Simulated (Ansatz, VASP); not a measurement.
This is a calculation of MoS2 for Ansatz 0.2.0.

The input input.yaml:

```yaml
crystal:
  lattice:
    - [1.5748587398, 0.9092451173, 6.073955184]
    - [-1.5748587398, 0.9092451173, 6.073955184]
    - [0.0, -1.8184902347, 6.073955184]
  atoms:
    - { symbol: Mo, position: [0.0, 0.0, 0.0] }
    - { symbol: S, position: [0.25, 0.25, 0.25] }
    - { symbol: S, position: [0.75, 0.75, 0.75] }
kpoints:
  mp_grid: { grid: [10, 10, 10] }
scf:
  occupations: { method: fermi_dirac, width: 0.05 }
hamiltonian:
  xc: lda
  pseudopotentials: { kind: all_electron, lapw: { basis_error: 0.002 } }
output:
  forces: true
  stress: true
  eigenvalues: true
```

Potentials or basis: all-electron LAPW, scalar-relativistic.

Command:

```console
$ ansatz run input.yaml --threads 2 --pin off --max-ram 6144MiB --backend cpu --events-out ev --progress --plain --runs-dir out
```

Question: Translate it to VASP 6.6.1. Potentials there: VASP PAW LDA potentials, release 64 (Mo_sv, S).

Answer: As run (the cutoff follows the program's own potentials):

Contents of INCAR:

```
SYSTEM = MoS2
PREC = Accurate ; ENCUT = 520
EDIFF = 1E-7 ; ISMEAR = -1
SIGMA = 0.05 ; LREAL = .FALSE.
LASPH = .TRUE. ; NELM = 60
ALGO = Normal ; ISIF = 2
LWAVE = .FALSE. ; LCHARG = .TRUE.
LELF = .TRUE. ; LVHAR = .TRUE.
NBANDS = 20
```

KPOINTS

```
regular mesh
0
G
  10 10 10
  0 0 0
```

File POSCAR:

```
MoS2
1.0
    1.5748587398      0.9092451173      6.0739551840
   -1.5748587398      0.9092451173      6.0739551840
    0.0000000000     -1.8184902347      6.0739551840
Mo S
1 2
Direct
    0.0000000000      0.0000000000      0.0000000000
    0.2500000000      0.2500000000      0.2500000000
    0.7500000000      0.7500000000      0.7500000000
```

Potentials or basis: VASP PAW LDA potentials, release 64 (Mo_sv, S).

The run is started by

```console
$ cat potpaw_LDA.64/Mo_sv/POTCAR potpaw_LDA.64/S/POTCAR > POTCAR
$ mpirun -np 1 vasp_std > vasp.out
```

Both were run:

|  | VASP | Ansatz | Ansatz less VASP |
| --- | --- | --- | --- |
| gap on the k mesh at the Fermi level (eV) | none | none | - |
| pressure (GPa) | 3.4 | 3.4 | -0.07 |
| largest component of the traceless stress (GPa) | 3.50 | 3.47 | -0.021 |
| rms of the force components (eV/Å) | 0.454 | 0.446 | -0.0077 |

Atom by atom the forces differ by 0.008 eV/Å (rms over components). A gap of «none» marks a metal or a gap that the smearing closes. Ansatz ran all-electron here, so the differences hold the error of VASP's frozen core and of both bases.

Caveats: the cell's inner coordinates are idealised or old, which leaves forces on the atoms.
